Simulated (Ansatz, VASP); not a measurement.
## One calculation of BAs, two programs

```
B As
1.0
    15.80000    0.00000    0.00000
     0.00000    9.30000    0.00000
     0.00000    0.00000    5.73593
B As
5 5
Cartesian
  9.6994 4.6500 1.6984
  10.8158 4.6500 5.1462
  6.1006 4.6500 1.6984
  7.9000 4.6500 4.6415
  4.9842 4.6500 5.1462
  11.6348 4.6500 1.0724
  7.9000 4.6500 0.8517
  9.5857 4.6500 3.6762
  4.1652 4.6500 1.0724
  6.2143 4.6500 3.6762
```

Alike in both runs: functional PBE; k mesh 1 × 1 × 6; occupations gaussian, width 0.05 eV; no spin polarisation.

Ansatz relaxed the structure, and its values are those at the end. VASP's run is a single point on that final structure, the one shown.

```csv
,VASP,Ansatz
version,VASP 6.6.1,Ansatz 0.2.0
potentials or method,"VASP PAW PBE potentials, release 64 (B, As)","scalar-relativistic, plane waves, PAW"
plane-wave cutoff (eV),520,420
valence electrons in the cell,40,90
```

|  | VASP | Ansatz | Ansatz less VASP |
| --- | --- | --- | --- |
| gap on the k mesh at the Fermi level (eV) | 0.86 | 0.87 | +0.005 |
| least direct gap on the mesh (eV) | 1.13 | 1.14 | +0.009 |
| rms of the force components (eV/Å) | 0.041 | 0.004 | -0.0371 |

The functional is the same, so the differences come from potentials, cutoffs and numerics. The two sets of potentials don't hold the same shells in valence. Ansatz warned: «xc_potential_rough_in_thin_density».

PBE gaps usually lie below the measured ones, often by a third to a half.
